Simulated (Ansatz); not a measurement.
Wurtzite LiF, relaxed with r2SCAN in Ansatz. It is hexagonal, P6_3mc (No. 186); conventional cell a = 3.081 Å, c = 4.785 Å, 9.83 Å³ an atom. Li is surrounded by 4 F at 1.86–1.87 Å; F is surrounded by 4 Li at 1.86–1.87 Å.

The axes x, y and z are those of this cell:
```
Li F
1.0
     3.08101    0.00000    0.00000
    -1.54051    2.66824    0.00000
     0.00000    0.00000    4.78534
Li F
2 2
Direct
  0.33333 0.66667 0.99257
  0.66667 0.33333 0.49257
  0.33333 0.66667 0.38243
  0.66667 0.33333 0.88243
```

Unstrained: PBE gives a direct gap of 7.852 eV at Γ. With r2SCAN the gap is 8.583 eV and direct, at Γ. The HSE06 gap is direct at Γ: 10.026 eV. Meshes: PBE 12×12×6, r2SCAN 12×12×6, HSE06 6×6×4. Strains are changes of length per length. After each strain the atoms were relaxed again with r2SCAN within the symmetry that the strain leaves, so tilts or polar shifts that break it weren't tested; points keep the names that they have in the unstrained zone. These are computed values for a spin-unpolarised cell that may be hypothetical; none is a measurement.

Q: Apply epitaxial -5.86 % in the xy plane, free normal strain +5.72 %. How far does the gap move, against the unstrained cell?

A: PBE: the gap goes from 7.852 to 8.200 eV (+0.348 eV). r2SCAN: the gap goes from 8.583 to 8.945 eV (+0.362 eV). HSE06: the gap goes from 10.026 to 10.413 eV (+0.387 eV). The r2SCAN energy rises by 22.1 meV an atom.

Q: Estimate what uniaxial +1.85 % along z, other directions held does to the gap.

A: PBE: the gap goes from 7.852 to 7.798 eV (-0.054 eV). r2SCAN: the gap goes from 8.583 to 8.525 eV (-0.058 eV). HSE06: the gap goes from 10.026 to 9.965 eV (-0.061 eV). The r2SCAN energy rises by 0.7 meV an atom.

The meshes of the hybrids are coarse, so their gaps aren't converged to the digits shown.
